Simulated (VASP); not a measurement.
Input of a VASP 6.6.1 run:

The input INCAR:

```
SYSTEM = HgSe
PREC     = Accurate       ! precision mode
ENCUT    = 600            ! plane-wave cutoff, eV
EDIFF    = 1E-6           ! SCF threshold, eV
ISMEAR   = 0              ! smearing method
SIGMA    = 0.03           ! smearing width, eV
LREAL    = .FALSE.        ! projectors in reciprocal space
LASPH    = .TRUE.         ! aspherical terms in the spheres
NELM     = 80             ! most SCF steps
ALGO     = Normal         ! electronic algorithm
ISIF     = 3              ! what is computed and relaxed
LWAVE    = .FALSE.        ! write WAVECAR
LCHARG   = .FALSE.        ! write CHGCAR
GGA      = PS             ! functional
IBRION   = 2              ! ionic algorithm
NSW      = 90             ! ionic steps
EDIFFG   = -0.01          ! ionic threshold
KPAR     = 4
```

Contents of KPOINTS:

```
Automatic mesh
0
G
  10 10 10
  0 0 0
```

File POSCAR:

```
HgSe
1.0
    0.0000000000      3.0390000000      3.0390000000
    3.0390000000      0.0000000000      3.0390000000
    3.0390000000      3.0390000000      0.0000000000
Hg Se
1 1
Direct
    0.0000000000      0.0000000000      0.0000000000
    0.2500000000      0.2500000000      0.2500000000
```

Potentials or basis: VASP PAW PBE potentials, release 64 (Hg, Se).

Command:

```bash
$ cat potpaw_PBE.64/Hg/POTCAR potpaw_PBE.64/Se/POTCAR > POTCAR
$ mpirun -np 4 vasp_std > vasp.out
```

**Question.** Predict the relaxed cell.

**Answer.** a = 4.346 Å, b = 4.346 Å, c = 4.346 Å, α = 60.00°, β = 60.00°, γ = 60.00°.

**Question.** Predict the band gap on the k mesh.

**Answer.** None (metal or under the smearing width).

**Question.** Predict the relaxed volume.

**Answer.** 29.01 Å³/atom.

**Question.** What does it give for the space group after relaxing (to 0.05 Å)?

**Answer.** F-43m (No. 216).

Final structure:
```
Hg Se
1.0
     0.00000    3.07281    3.07281
     3.07281    0.00000    3.07281
     3.07281    3.07281    0.00000
Hg Se
1 1
Direct
  0.00000 0.00000 0.00000
  0.25000 0.25000 0.25000
```

Caveat: the PAW data sets were made with another functional, which shifts forces and pressure a little. Spin-orbit coupling is left out, which matters for the levels of Hg.
